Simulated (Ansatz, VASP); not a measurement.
This is a calculation of CuO for Ansatz 0.2.0.

File input.yaml:

```yaml
crystal:
  lattice:
    - [2.55255061, 0.0, 0.0]
    - [0.0, 2.55255061, 0.0]
    - [0.0, 0.0, 2.55255061]
  atoms:
    - { symbol: Cu, position: [0.012894, 0.002747, -0.003667] }
    - { symbol: O, position: [0.483761, 0.502269, 0.500364] }
kpoints:
  mp_grid: { grid: [10, 10, 10] }
scf:
  occupations: { method: fermi_dirac, width: 0.05 }
hamiltonian:
  xc: pbe
  pseudopotentials: { kind: all_electron, lapw: { basis_error: 0.001 } }
output:
  forces: true
  stress: true
  eigenvalues: true
  populations: true
```

Potentials or basis: all-electron LAPW, scalar-relativistic.

Command:

```console
$ ansatz run input.yaml --threads 1 --pin off --max-ram 3072MiB --backend cpu --events-out ev --progress --plain --runs-dir out
```

Q: Translate it to VASP 6.6.1. Potentials there: VASP PAW PBE potentials, release 64 (Cu, O).

A: As run (the cutoff follows the program's own potentials):

Contents of INCAR:

```
SYSTEM = CuO
  ALGO = Normal
  EDIFF = 1E-6
  ENCUT = 520
  GGA = PE
  ISIF = 2
  ISMEAR = -1
  LASPH = .True.
  LCHARG = .True.
  LELF = .True.
  LREAL = .False.
  LVHAR = .True.
  LWAVE = .False.
  NBANDS = 16
  NELM = 80
  PREC = Accurate
  SIGMA = 0.05
```

Contents of KPOINTS:

```
k-points
0
Gamma
  10 10 10
  0 0 0
```

The input POSCAR:

```
CuO
1.0
    2.5525506100      0.0000000000      0.0000000000
    0.0000000000      2.5525506100      0.0000000000
    0.0000000000      0.0000000000      2.5525506100
Cu O
1 1
Direct
    0.0128940000      0.0027470000     -0.0036670000
    0.4837610000      0.5022690000      0.5003640000
```

Potentials or basis: VASP PAW PBE potentials, release 64 (Cu, O).

Command:

```bash
$ cat potpaw_PBE.64/Cu/POTCAR potpaw_PBE.64/O/POTCAR > POTCAR
$ mpirun -np 1 vasp_std > vasp.out
```

Both were run:

|  | VASP | Ansatz | Ansatz less VASP |
| --- | --- | --- | --- |
| gap on the k mesh at the Fermi level (eV) | none | none | - |
| pressure (GPa) | 21.6 | 21.3 | -0.28 |
| largest component of the traceless stress (GPa) | 0.15 | 0.13 | -0.013 |
| rms of the force components (eV/Å) | 0.113 | 0.104 | -0.0092 |

Atom by atom the forces differ by 0.009 eV/Å (rms over components). A gap of «none» marks a metal or a gap that the smearing closes. Ansatz ran all-electron here, so the differences hold the error of VASP's frozen core and of both bases.

Caveats: an odd number of electrons without spin polarisation forces a metal; a magnetic or distorted state may lie lower; the run has no spin polarisation, though such a crystal can be magnetic; semilocal functionals often make such compounds metallic where correlation or magnetic order opens a gap, which also shifts bond lengths; so large a pressure means that the cell lies far from this level's equilibrium, or that cutoff or potentials fall short (VASP).
